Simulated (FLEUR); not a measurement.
The system is NaF (Villiaumite).

```xyz
2
Lattice="0.0000 2.3200 2.3200 2.3200 0.0000 2.3200 2.3200 2.3200 0.0000" Properties=species:S:1:pos:R:3 pbc="T T T"
Na    0.0000    0.0000    0.0000
F     2.3200    2.3200    2.3200
```

Base run:

| Item | Value |
| --- | --- |
| Program | FLEUR MaX-R8.1 (later development tree) |
| Functional | r2SCAN |
| Potentials or basis | all-electron |
| Basis | FLAPW |
| Kmax | 4.5 1/bohr |
| k mesh | 10 × 10 × 10 |
| Occupations | fermi-dirac, width 0.05 eV |
| Spin | no spin polarisation |

Its results: band gap on the k mesh 7.11 eV, direct.

**Question.** The run is repeated on the same cell with these changes: functional from r2SCAN to LDA. What comes out?

**Answer.** Band gap on the k mesh 5.95 eV, direct.

r2SCAN gives the wider gap, since meta-GGAs in the generalised Kohn-Sham scheme recover part of the derivative discontinuity.

Caveats: the meta-GGA is that of a development version, with a GGA for the radial functions and cores and without core tails (some runs).
